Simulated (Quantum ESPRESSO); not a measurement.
# Nb (P-1) in Quantum ESPRESSO: reference runs

Reference runs on Nb: the cell as given.

Everything below comes from runs of Quantum ESPRESSO 7.5. Logs are shortened: lines on timing, memory, paths and dates and some standing lists are left out, and cuts for length are marked.

## 1. Starting point

The typed cell holds 2 atoms: a = 3.340 Å, b = 3.412 Å, c = 3.303 Å, α = 89.16°, β = 91.02°, γ = 89.50°.

## 2. Single point, PBE

Input file pw.in:

```
&CONTROL
  calculation = 'scf'
  prefix = 'pwscf'
  outdir = './tmp'
  pseudo_dir = './pseudo'
  tprnfor = .true.
  tstress = .true.
  disk_io = 'low'
/
&SYSTEM
  ibrav = 0
  nat = 2
  ntyp = 1
  ecutwfc = 55
  ecutrho = 440
  nbnd = 20
  occupations = 'smearing'
  smearing = 'fd'
  degauss = 0.00367493
/
&ELECTRONS
  conv_thr = 4d-10
  electron_maxstep = 120
  mixing_beta = 0.5
/
ATOMIC_SPECIES
Nb    92.9064 Nb.pbe-spn-kjpaw_psl.0.3.0.UPF
CELL_PARAMETERS angstrom
  -0.0149261600   -3.3396111300    0.0295278500
  -3.4119101300   -0.0149261600   -0.0247573600
  -0.0247573600    0.0295278500   -3.3027687600
ATOMIC_POSITIONS crystal
Nb     0.5056952700    0.4980694200    0.5045485000
Nb     0.9943047300    0.0019305800    0.9954515000
K_POINTS automatic
8 8 8 0 0 0
```

Input file pp_density.in:

```
&INPUTPP
  prefix = 'pwscf'
  outdir = './tmp'
  filplot = 'density.dat'
  plot_num = 0
/
&PLOT
  nfile = 1
  filepp(1) = 'density.dat'
  iflag = 3
  output_format = 6
  fileout = 'density.cube'
/
```

Input file pp_potential.in:

```
&INPUTPP
  prefix = 'pwscf'
  outdir = './tmp'
  filplot = 'potential.dat'
  plot_num = 11
/
&PLOT
  nfile = 1
  filepp(1) = 'potential.dat'
  iflag = 3
  output_format = 6
  fileout = 'potential.cube'
/
```

Potentials or basis: SSSP 1.3 efficiency PBE.

The run is started by

```bash
$ OMP_NUM_THREADS=1 pw.x -in pw.in > pw.out
$ OMP_NUM_THREADS=1 pp.x -in pp_density.in > pp_density.out
$ OMP_NUM_THREADS=1 pp.x -in pp_potential.in > pp_potential.out
```

pw.out:

```text
This program is part of the open-source Quantum ESPRESSO suite
     for quantum simulation of materials; please cite
         "P. Giannozzi et al., J. Phys.:Condens. Matter 21 395502 (2009);
         "P. Giannozzi et al., J. Phys.:Condens. Matter 29 465901 (2017);
         "P. Giannozzi et al., J. Chem. Phys. 152 154105 (2020);
     in publications or presentations arising from this work. More details at

     file Nb.pbe-spn-kjpaw_psl.0.3.0.UPF: wavefunction(s)  4S 4P renormalized
     Message from routine setup:
     using ibrav=0 with symmetry is DISCOURAGED, use correct ibrav instead

     G-vector sticks info
     --------------------
     sticks:   dense  smooth     PW     G-vecs:    dense   smooth      PW
     Sum        1423     713    221                39547    13977    2443

     Using Slab Decomposition

     bravais-lattice index     =            0
     lattice parameter (alat)  =       6.3113  a.u.
     unit-cell volume          =     253.9227 (a.u.)^3
     number of atoms/cell      =            2
     number of atomic types    =            1
     number of electrons       =        26.00
     number of Kohn-Sham states=           20
     kinetic-energy cutoff     =      55.0000  Ry
     charge density cutoff     =     440.0000  Ry
     scf convergence threshold =      4.0E-10
     mixing beta               =       0.5000
     number of iterations used =            8  plain     mixing
     Exchange-correlation= SLA  PW   PBX  PBC
                           (   1   4   3   4   0   0   0)

     celldm(1)=   6.311260  celldm(2)=   0.000000  celldm(3)=   0.000000
     celldm(4)=   0.000000  celldm(5)=   0.000000  celldm(6)=   0.000000

     crystal axes: (cart. coord. in units of alat)
               a(1) = (  -0.004469  -0.999951   0.008841 )
               a(2) = (  -1.021599  -0.004469  -0.007413 )
               a(3) = (  -0.007413   0.008841  -0.988920 )

     reciprocal axes: (cart. coord. in units 2 pi/alat)
               b(1) = (  0.004440 -1.000148 -0.008975 )
               b(2) = ( -0.978931  0.004440  0.007378 )
               b(3) = (  0.007378 -0.008975 -1.011340 )

     PseudoPot. # 1 for Nb read from file:
     Nb.pbe-spn-kjpaw_psl.0.3.0.UPF
     Pseudo is Projector augmented-wave + core cor, Zval = 13.0
     Generated using "atomic" code by A. Dal Corso  v.5.0.99 svn rev. 10869
     Shape of augmentation charge: PSQ
     Using radial grid of 1227 points,  6 beta functions with:
                l(1) =   0
                l(2) =   0
                l(3) =   1
                l(4) =   1
                l(5) =   2
                l(6) =   2
     Q(r) pseudized with 0 coefficients

     atomic species   valence    mass     pseudopotential
     Nb               13.00    92.90640     Nb( 1.00)

      2 Sym. Ops., with inversion, found ( 1 have fractional translation)

   Cartesian axes

     site n.     atom                  positions (alat units)
         1        Nb     tau(   1) = (  -0.5148273  -0.5034356  -0.4981790  )
         2        Nb     tau(   2) = (  -0.0137952  -0.9854635  -0.9756448  )

     number of k points=   260  Fermi-Dirac smearing, width (Ry)=  0.0037

     Number of k-points >= 100: set verbosity='high' to print them.

     Dense  grid:    39547 G-vectors     FFT dimensions: (  48,  48,  48)

     Smooth grid:    13977 G-vectors     FFT dimensions: (  30,  32,  30)

     Check: negative core charge=   -0.000002

     Initial potential from superposition of free atoms

     starting charge      25.9958, renormalised to      26.0000
     Starting wfcs are   20 randomized atomic wfcs

     Self-consistent Calculation

     iteration #  1     ecut=    55.00 Ry     beta= 0.50
     Davidson diagonalization with overlap
     ethr =  1.00E-02,  avg # of iterations =  3.5

     Threshold (ethr) on eigenvalues was too large:
     Diagonalizing with lowered threshold

     Davidson diagonalization with overlap
     ethr =  6.77E-04,  avg # of iterations =  1.7

     total energy              =    -668.50766031 Ry
     estimated scf accuracy    <       0.19040788 Ry

     iteration #  2     ecut=    55.00 Ry     beta= 0.50
     Davidson diagonalization with overlap
     ethr =  7.32E-04,  avg # of iterations =  2.3

     total energy              =    -668.53234879 Ry
     estimated scf accuracy    <       0.00752312 Ry

     iteration #  3     ecut=    55.00 Ry     beta= 0.50
     Davidson diagonalization with overlap
     ethr =  2.89E-05,  avg # of iterations =  2.8

     total energy              =    -668.53331580 Ry
     estimated scf accuracy    <       0.00106669 Ry

     iteration #  4     ecut=    55.00 Ry     beta= 0.50
     Davidson diagonalization with overlap
     ethr =  4.10E-06,  avg # of iterations =  2.3

     total energy              =    -668.53338744 Ry
     estimated scf accuracy    <       0.00005208 Ry

     iteration #  5     ecut=    55.00 Ry     beta= 0.50
     Davidson diagonalization with overlap
     ethr =  2.00E-07,  avg # of iterations =  2.2

     total energy              =    -668.53339830 Ry
     estimated scf accuracy    <       0.00000107 Ry

     iteration #  6     ecut=    55.00 Ry     beta= 0.50
     Davidson diagonalization with overlap
     ethr =  4.12E-09,  avg # of iterations =  4.0

     total energy              =    -668.53339913 Ry
     estimated scf accuracy    <       0.00000034 Ry

     iteration #  7     ecut=    55.00 Ry     beta= 0.50
     Davidson diagonalization with overlap
     ethr =  1.30E-09,  avg # of iterations =  2.0

     total energy              =    -668.53339920 Ry
     estimated scf accuracy    <          3.1E-09 Ry

     iteration #  8     ecut=    55.00 Ry     beta= 0.50
     Davidson diagonalization with overlap
     ethr =  1.21E-11,  avg # of iterations =  4.0

     End of self-consistent calculation

     Number of k-points >= 100: set verbosity='high' to print the bands.

     the Fermi energy is    17.0641 ev

!    total energy              =    -668.53339920 Ry
     total all-electron energy =    -15279.947352 Ry
     estimated scf accuracy    <          6.4E-11 Ry
     smearing contrib. (-TS)   =      -0.00188286 Ry
     internal energy E=F+TS    =    -668.53151635 Ry

     The total energy is F=E-TS. E is the sum of the following terms:
     one-electron contribution =     -30.67239059 Ry
     hartree contribution      =      31.10171101 Ry
     xc contribution           =     -57.77676032 Ry
     ewald contribution        =    -194.20917409 Ry
     one-center paw contrib.   =    -416.97490236 Ry

     convergence has been achieved in   8 iterations

     Forces acting on atoms (cartesian axes, Ry/au):

     atom    1 type  1   force =    -0.00378006    0.00984844    0.00707047
     atom    2 type  1   force =     0.00378006   -0.00984844   -0.00707047

     Total force =     0.017960     Total SCF correction =     0.000011

     Computing stress (Cartesian axis) and pressure

          total   stress  (Ry/bohr**3)                   (kbar)     P=      -58.33
  -0.00053479   0.00000690  -0.00000718          -78.67        1.02       -1.06
   0.00000690  -0.00035134   0.00003093            1.02      -51.68        4.55
  -0.00000718   0.00003093  -0.00030342           -1.06        4.55      -44.63

=------------------------------------------------------------------------------=
   JOB DONE.
=------------------------------------------------------------------------------=
```

Wall time 82 s (1 thread of Intel Xeon Platinum 8488C (Sapphire Rapids), shared host); peak memory 0.31 GiB.

What came out:

* Free energy: -9095.8603 eV
* Pressure: -5.8 GPa
* Largest force: 0.327 eV/Å
* Band gap on the k mesh: none (metal or under the smearing width)

Forces in eV/Å, atoms in the order of the input:
```
Nb  -0.097  0.253  0.182
Nb   0.097 -0.253 -0.182
```

Levels at points of the mesh, in eV from the Fermi level:
| k point | band 11 | band 12 | band 13 | band 14 | band 15 | band 16 |
| --- | --- | --- | --- | --- | --- | --- |
| (0.00, 0.00, 0.00) | -3.44 | 0.11 | 0.43 | 0.60 | 2.94 | 3.35 |
| (0.00, 0.00, -0.50) | -1.02 | -0.80 | 0.74 | 0.77 | 0.93 | 0.98 |
| (0.00, -0.50, 0.00) | -1.07 | -0.98 | 1.02 | 1.02 | 1.10 | 1.11 |
| (0.00, -0.50, -0.50) | -1.52 | -1.46 | 1.96 | 2.17 | 2.95 | 3.13 |
| (-0.50, 0.00, 0.00) | -1.09 | -0.80 | 0.77 | 0.80 | 1.04 | 1.09 |
| (-0.50, 0.00, -0.50) | -1.77 | -1.70 | 2.08 | 2.33 | 3.30 | 3.52 |
| (-0.50, -0.50, 0.00) | -1.39 | -1.34 | 1.92 | 2.04 | 2.88 | 2.99 |
| (-0.50, -0.50, -0.50) | -1.09 | -1.07 | -0.96 | -0.88 | 3.79 | 3.82 |
